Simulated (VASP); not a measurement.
Here is a VASP 6.6.1 calculation.

File INCAR:

```
SYSTEM = ZrS2
  ALGO = Normal
  EDIFF = 1E-7
  ENCUT = 520
  GGA = PE
  ISIF = 2
  ISMEAR = -1
  LASPH = .TRUE.
  LCHARG = .TRUE.
  LELF = .TRUE.
  LREAL = .FALSE.
  LVHAR = .TRUE.
  LWAVE = .FALSE.
  NBANDS = 19
  NELM = 60
  PREC = Accurate
  SIGMA = 0.05
```

File KPOINTS:

```
k-points
0
G
  8 8 5
  0 0 0
```

POSCAR

```
ZrS2
1.0
    3.6913825498      0.0000000000      0.0000000000
   -1.8456912749      3.1968310632      0.0000000000
    0.0000000000      0.0000000000      6.0410770100
Zr S
1 2
Direct
    0.0000000000      0.0000000000      0.0000000000
    0.3333333333      0.6666666667      0.2379099700
    0.6666666667      0.3333333333      0.7620900300
```

Potentials or basis: VASP PAW PBE potentials, release 64 (Zr_sv, S).

Command:

```console
$ cat potpaw_PBE.64/Zr_sv/POTCAR potpaw_PBE.64/S/POTCAR > POTCAR
$ mpirun -np 1 vasp_std > vasp.out
```

(1) Estimate the largest force.

(2) Estimate the band gap on the k mesh.

(3) Estimate the pressure.

## Answers

(1) 0.051 eV/Å.

(2) 1.06 eV, indirect (least direct gap 1.64 eV).

(3) 0.5 GPa.

Caveat: an odd mesh through Γ misses points on the zone boundary, where band edges often lie; this functional lacks dispersion, which binds the layers, so the pressure and a relaxed spacing across them are unreliable.

The gap isn't set beside the measured one, since this odd mesh misses points on the zone boundary.
